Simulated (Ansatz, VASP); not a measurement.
**One calculation of Sn, two programs**

```
Sn
1.0
     4.17548    2.41072    7.68772
    -4.17548    2.41072    7.68772
     0.00000   -4.82143    7.68772
Sn
12
Direct
  0.02292 0.64375 0.02292
  0.02292 0.02292 0.64375
  0.64375 0.02292 0.02292
  0.97708 0.35625 0.97708
  0.35625 0.97708 0.97708
  0.97708 0.97708 0.35625
  0.23326 0.61465 0.23326
  0.23326 0.23326 0.61465
  0.61465 0.23326 0.23326
  0.76674 0.38535 0.76674
  0.38535 0.76674 0.76674
  0.76674 0.76674 0.38535
```

Alike in both runs: functional PBE; k mesh 3 × 3 × 3; occupations gaussian, width 0.1 eV; no spin polarisation.

Ansatz relaxed the structure, and its values are those at the end. VASP's run is a single point on that final structure, the one shown.

|  | VASP | Ansatz |
| --- | --- | --- |
| version | VASP 6.6.1 | Ansatz 0.2.0 |
| potentials or method | VASP PAW PBE potentials, release 64 (Sn_d) | scalar-relativistic, plane waves, PAW |
| plane-wave cutoff (eV) | 520 | 420 |
| valence electrons in the cell | 168 | 168 |

Ansatz gave:

| Quantity | Value |
| --- | --- |
| gap on the k mesh at the Fermi level (eV) | none |
| pressure (GPa) | 0.1 |
| rms of the force components (eV/Å) | 0.021 |

Which values does VASP return?

gap on the k mesh at the Fermi level (eV): none; pressure (GPa): 0.0; rms of the force components (eV/Å): 0.022.

A gap of «none» marks a metal or a gap that the smearing closes. With one functional, cell and mesh, what is left measures potentials, basis and numerics.
